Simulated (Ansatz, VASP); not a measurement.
BiTe in VASP and in Ansatz

File INCAR:

```
SYSTEM = BiTe
ALGO = Normal
EDIFF = 1E-6
ENCUT = 520
GGA = PE
ISIF = 2
ISMEAR = 0
LASPH = .True.
LCHARG = .True.
LELF = .True.
LREAL = .False.
LVHAR = .True.
LWAVE = .False.
NBANDS = 18
NELM = 80
PREC = Accurate
SIGMA = 0.05
```

File KPOINTS:

```
k-points
0
Gamma
  10 10 10
  0 0 0
```

Contents of POSCAR:

```
BiTe
1.0
    4.0025649191      0.0000000000      0.0000000000
    0.0000000000      4.0025649191      0.0000000000
    0.0000000000      0.0000000000      4.0025649191
Bi Te
1 1
Direct
    0.0000000000      0.0000000000      0.0000000000
    0.5000000000      0.5000000000      0.5000000000
```

Input for Ansatz:

```yaml
crystal:
  lattice:
    - [4.0025649191, 0.0, 0.0]
    - [0.0, 4.0025649191, 0.0]
    - [0.0, 0.0, 4.0025649191]
  atoms:
    - { symbol: Bi, position: [0.0, 0.0, 0.0] }
    - { symbol: Te, position: [0.5, 0.5, 0.5] }
basis:
  ecutwfc: 420
  ecutrho_ratio: 4
kpoints:
  mp_grid: { grid: [10, 10, 10] }
hamiltonian:
  xc: pbe
scf:
  occupations: { method: gaussian, width: 0.05 }
output:
  forces: true
  stress: true
  eigenvalues: true
```

Alike in both runs: task single point; functional PBE; k mesh 10 × 10 × 10; occupations gaussian, width 0.05 eV; no spin polarisation.

```csv
,VASP,Ansatz
version,VASP 6.6.1,Ansatz 0.2.0
potentials or method,"VASP PAW PBE potentials, release 64 (Bi_d, Te)","scalar-relativistic, plane waves, PAW"
plane-wave cutoff (eV),520,420
valence electrons in the cell,21,31
```

|  | VASP | Ansatz | Ansatz less VASP |
| --- | --- | --- | --- |
| gap on the k mesh at the Fermi level (eV) | none | none | - |
| pressure (GPa) | -3.0 | -3.1 | -0.02 |

A gap of «none» marks a metal or a gap that the smearing closes. The two sets of potentials don't hold the same shells in valence.

Caveats: spin-orbit coupling is left out, which moves the levels of the heavy elements.
